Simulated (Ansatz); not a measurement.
WS₂: a vibration from a frozen displacement

Level of theory: Ansatz, DFT PBEsol+D3(BJ), scalar-relativistic, plane waves, PAW. The runs took a 420 eV cutoff, a Γ-centred 12×12×4 mesh and Gaussian smearing (0.05 eV). Spin–orbit coupling is left out, which matters for the heavy elements here. No spin polarisation. Energies are free energies at this smearing, counted from the undisturbed cell; pressure is positive in compression.

Reference structure (relaxed at this level):

```
CELL_PARAMETERS angstrom
3.11473 0.00000 0.00000
-1.55736 2.69743 0.00000
0.00000 0.00000 11.77225
ATOMIC_POSITIONS crystal
W 0.33333 0.66667 0.25000
W 0.66667 0.33333 0.75000
S 0.33333 0.66667 0.61645
S 0.66667 0.33333 0.11645
S 0.33333 0.66667 0.88355
S 0.66667 0.33333 0.38355
```

Every S atom is moved by x along the Cartesian unit vector (-0.652, -0.376, 0.658); the cell and all other atoms stay fixed. The cell's volume is 98.91 Å³; the moved atoms weigh 128.240 u together and the others 367.680 u. Some rows repeat others by symmetry and weren't run.

| x (Å) | ΔE (meV/cell) | total force on the moved atoms along the move (eV/Å) | pressure (GPa) |
| --- | --- | --- | --- |
| -0.5000 | 7290.80 | 30.8316 | 24.1778 |
| -0.4375 | 5508.34 | 26.2596 | 18.3541 |
| -0.3750 | 3998.75 | 22.0680 | 13.4032 |
| -0.3125 | 2747.33 | 18.0108 | 9.2334 |
| -0.2500 | 1743.08 | 14.1579 | 5.8624 |
| -0.1875 | 974.01 | 10.4769 | 3.2773 |
| -0.1250 | 430.89 | 6.9197 | 1.4514 |
| -0.0625 | 107.43 | 3.4408 | 0.3642 |
| 0.0000 | 0.00 | 0.0000 | 0.0028 |
| 0.0625 | 107.43 | -3.4408 | 0.3642 |
| 0.1250 | 430.89 | -6.9197 | 1.4514 |
| 0.1875 | 974.01 | -10.4769 | 3.2773 |
| 0.2500 | 1743.08 | -14.1579 | 5.8624 |
| 0.3125 | 2747.33 | -18.0108 | 9.2334 |
| 0.3750 | 3998.75 | -22.0680 | 13.4032 |
| 0.4375 | 5508.34 | -26.2596 | 18.3541 |
| 0.5000 | 7290.80 | -30.8316 | 24.1778 |

**Question.** What frequency belongs to this motion?

**Answer.** The force constant is k = −dF/dx = 55.053 eV/Å², from the parabola through x = -0.0625, 0 and 0.0625. In every cell the moved atoms swing against the rest, so the mass is μ = m₁m₂/(m₁ + m₂) = 95.078 u, and ν̃ = 521.5 cm⁻¹ × √(|k|/μ) = 397 cm⁻¹. The pattern needn't be a normal mode: ν̃² is then a weighted mean of the squared nonzero frequencies at the zone centre of this cell, taken without macroscopic field, so it lies between the lowest and the highest of them.

**Question.** How far does the harmonic law reach?

**Answer.** At x = -0.500 Å, kx²/2 = 6881.63 meV against the computed 7290.80 meV (+5.9 %): the well is still close to harmonic there.

**Question.** The pressure changes with x². What does that say about the frequency under compression?

**Answer.** With E = k(V)x²/2, k ∝ V^(−2γ) and x scaling with the cell as V^(1/3), P − P0 = −∂E/∂V = (2γ − 2/3) ΔE/V. At x = 0.1250 Å, V(P − P0) = 98.91 × 1.44860 / 160.2 eV = 894.27 meV and ΔE = 430.89 meV, so γ = 1/3 + V(P − P0)/(2ΔE) = 1.37. This is the Grüneisen parameter of the motion under uniform scaling of the cell: shrinking the cell evenly by 1 % in volume raises the frequency by about 1.37 %.

The gap closes along the scan, which can put kinks into the curve.

Cost: 9 runs of about 5.3 core-minutes in all, on Intel Xeon Platinum 8259CL (Skylake/Cascade Lake) (shared hosts).

The 397 cm⁻¹ belongs to a mixture of two infrared-active vibrations of 2H-WS₂, not to a line of its own. With all S moving rigidly against all W, the in-plane part of the displacement is the E₁u mode and the part along the layer normal the A₂u mode. The value should therefore fall between the two.

The motion is stiff because it strains the covalent W 5d–S 3p bonds within each layer. The S sheets facing each other across the van der Waals gap move together, so their spacing doesn't change and interlayer bonding contributes little to the restoring force. Inversion symmetry removes the cubic term, and the hardening at large displacement probably reflects the steep repulsion in the shortened W–S bonds.

The Grüneisen parameter of 1.37 likely overstates the shift under hydrostatic pressure. A layered crystal yields first by closing its soft gap, whereas even scaling forces the stiff W–S bonds to take a full share of the compression.
